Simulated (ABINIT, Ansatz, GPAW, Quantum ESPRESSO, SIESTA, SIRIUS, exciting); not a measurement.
# One calculation of Pb, 7 ways

```
Pb
1.0
    -2.06690    2.05040    2.08125
     1.99925   -1.93748    1.90067
     1.99103    1.86160   -1.96833
Pb
1
Direct
  0.00466 0.99633 0.00314
```

This isn't the form of Pb at room conditions, which is fcc.

The given cell was strained at random by a few per cent at fixed volume.

Alike in all runs: task single point; functional PBEsol; k mesh 9 × 9 × 9; occupations fermi-dirac, width 0.05 eV; no spin polarisation; no spin-orbit coupling. Pressure is positive in compression and, in plane waves, holds the error of the finite cutoff.

| program and potentials | plane-wave cutoff (eV) | notes | pressure (GPa) | energy over the undisturbed cell (meV/atom) |
| --- | --- | --- | --- | --- |
| SIESTA, files PseudoDojo sr-pbesol-0.4.1-standard, DZP (energy shift 0.003 Ry; two zetas on semicore shells) | - | atomic basis | -0.90 | 3.27 |
| Quantum ESPRESSO, GBRV 1.5 PBEsol | 612 | - | -1.49 | 3.54 |
| GPAW, PAW data sets generated for this functional | 600 | - | -1.57 | 4.91 |
| Ansatz, all-electron LAPW, scalar-relativistic | - | - | -1.29 | - |
| exciting, all-electron LAPW+lo, shipped species files, valence relativity iora* | - | - | - | 4.05 |
| ABINIT, PseudoDojo NC SR PBEsol v0.4.1 standard | 762 | - | -1.26 | 3.55 |
| SIRIUS, PseudoDojo 0.4.1 PBEsol standard (scalar relativistic) | 765 | - | -1.27 | 3.55 |

The pressure spans -1.57 (GPAW, PAW data sets generated for this functional) to -0.90 GPa (SIESTA, files PseudoDojo sr-pbesol-0.4.1-standard, DZP (energy shift 0.003 Ry; two zetas on semicore shells)), with all-electron results at -1.29. Rows in atomic bases carry the error of their basis and grid, which can be large.

The functional is the same throughout but for its coding, so the spread measures potentials, basis and numerics; runs on potential files found faulty are left out.

Every run that gives a pressure puts this near-bcc cell under tension, so its volume lies above the PBEsol equilibrium for this structure, and metallic bonding through the partly filled 6p band pulls the atoms together. The distortion costs only a few meV per atom, as expected of a soft metal whose delocalised p electrons resist shear weakly and whose deep 6s pair adds little to the bonding.

ABINIT and SIRIUS, at -1.26 and -1.27 GPa, lie close to the all-electron -1.29 GPa. SIESTA, with potentials of the same family, gives -0.90 GPa, which points to its atomic basis as the probable main source of the offset. Pressure and strain energy test different things: GBRV is clearly more tensile than ABINIT, yet their strain energies almost coincide. The positive energies show resistance to this one distortion, but don't establish that bcc Pb is stable against the tetragonal shear leading to fcc.
